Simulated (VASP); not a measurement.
Data:

```xyz
2
Lattice="0.0000 2.9527 2.9527 2.9527 0.0000 2.9527 2.9527 2.9527 0.0000" Properties=species:S:1:pos:R:3 pbc="T T T"
Na     0.0000     0.0000     0.0000
Br     2.9527     2.9527     2.9527
```

Computed with SCAN meta-GGA, VASP's PBE PAW potentials (set 64) (plane waves; VASP). Settings: 520 eV cut-off, 9×9×9 Γ-centred mesh, tetrahedra with Blöchl corrections, potentials Na_pv Br.

### Question
Give the energies of bands 5 to 10 at the high-symmetry points, in eV from the valence-band maximum.

### Answer

```csv
band,Γ,X,U,L,W
5,0.00,-1.91,-1.63,-2.16,-1.39
6,0.00,-0.71,-1.29,-0.31,-1.39
7,0.00,-0.71,-0.59,-0.31,-0.88
8,5.03,7.02,7.68,6.86,8.46
9,10.51,7.50,8.80,10.32,9.52
10,10.51,11.74,10.68,10.32,9.52
```

The gap is direct, 5.03 eV, from the valence maximum at Γ to the conduction minimum at Γ.

Measured: gap 7.10 eV (computed value off by -2.07 eV), as given by Aguado et al., (1998), arXiv:cond-mat/9809176.

The compound is NaBr in the rock salt structure. It was relaxed first.
